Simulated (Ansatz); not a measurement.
# BaTiO3: pressure and energy above lowest point against volume scale

All results are calculated (Ansatz 0.2.0). Free energy against uniform scaling of the volume at fixed shape and fractions; periodic cell, basis, potentials, k mesh and filling as listed.

The cell before it is scaled or strained (space group Amm2, No. 38):
```
cell vectors (Å)
   3.9987     0.0000     0.0000
   0.0000     2.8463     2.8546
   0.0000    -2.8463     2.8546
atoms (fractions of the cell vectors)
Ba  0.00000  0.00000  0.00000
Ti  0.50000  0.51240  0.51240
O   0.00000  0.48740  0.48740
O   0.50000  0.50524  0.99184
O   0.50000  0.99184  0.50524
```

Settings of every row: functional r2SCAN; dispersion none; potentials PAW; wave cutoff 600 eV; density cutoff 2400 eV; k mesh 6x6x6; k shift 0x0x0; occupations fixed; smearing width 0 eV; spin none.

Limits: no spin-orbit coupling, which can matter with elements this heavy.

| row | volume scale | V (Å³/atom) | pressure (GPa) | energy above lowest point (meV/atom) |
| --- | --- | --- | --- | --- |
| 1 | 0.9406 | 12.224 | 9.16 | 14.2 |
| 2 | 0.9703 | 12.61 | ? | ? |
| 3 | 1 | 12.996 | -2.6 | 0 |
| 4 | 1.0297 | 13.382 | -7.18 | 11.9 |
| 5 | 1.0594 | 13.768 | -11.06 | 34 |

Question: what pressure and energy above lowest point should row 2 give?

Worked fit of pressure. Take u = (V_r/V)^(2/3) − 1 with V_r = 13.189 Å³ an atom, which is twice the finite (Eulerian) strain; such expansions in the strain, on which the Birch-Murnaghan equation of state is built, carry the rest volume and the bulk modulus. The shown rows have u = 0.05196, 0.00988, -0.00964, -0.02824. Least squares give pressure = −4.987 + 235.12 × u + 714.8 × u² GPa; a straight line predicts inner rows, each left out in turn, worse (root mean square 0.7 against 0.015 GPa). The rows lie off it by 0.00, -0.01, 0.01, 0.00. The pressure vanishes at u = 0.0200, or V = 12.8 Å³ an atom, and there the bulk modulus at fixed shape and fractions is B = −V dP/dV = (2/3)(1 + u) dP/du = 179 GPa. Letting shape and atoms relax would as a rule lower it, by much in layered, chain or molecular crystals. The withheld row has u = 0.03038, so the fit gives −4.987 + 235.12 × (0.03038) + 714.8 × (0.03038)² = 2.82 GPa.

The calculation gave 2.8 GPa. The fit lies 0.02 GPa (0.099 % of the column's range) above it; its largest miss of a shown row is 0.01 GPa.

Worked fit of energy above lowest point. Take u = (V_r/V)^(2/3) − 1 with V_r = 13.189 Å³ an atom, which is twice the finite (Eulerian) strain; such expansions in the strain, on which the Birch-Murnaghan equation of state is built, carry the rest volume and the bulk modulus. The shown rows have u = 0.05196, 0.00988, -0.00964, -0.02824. Least squares give energy above lowest point = 4.56 − 610.4 × u + 15317 × u² meV/atom; a straight line predicts inner rows, each left out in turn, worse (root mean square 15 against 0.067 meV/atom). All shown rows lie on it to the printed digit. Its lowest point lies at u = 0.0199, or V = 12.8 Å³ an atom, and the curvature there gives the bulk modulus at fixed shape and fractions, B = (4/9)(1 + u)² E″(u)/V = 177 GPa. Letting shape and atoms relax would as a rule lower it, by much in layered, chain or molecular crystals. The withheld row has u = 0.03038, so the fit gives 4.56 − 610.4 × (0.03038) + 15317 × (0.03038)² = 0.2 meV/atom.

The calculation gave 0.1 meV/atom. The fit lies 0.1 meV/atom (100 % of the value, 0.29 % of the column's range) above it, one unit of the last digit.
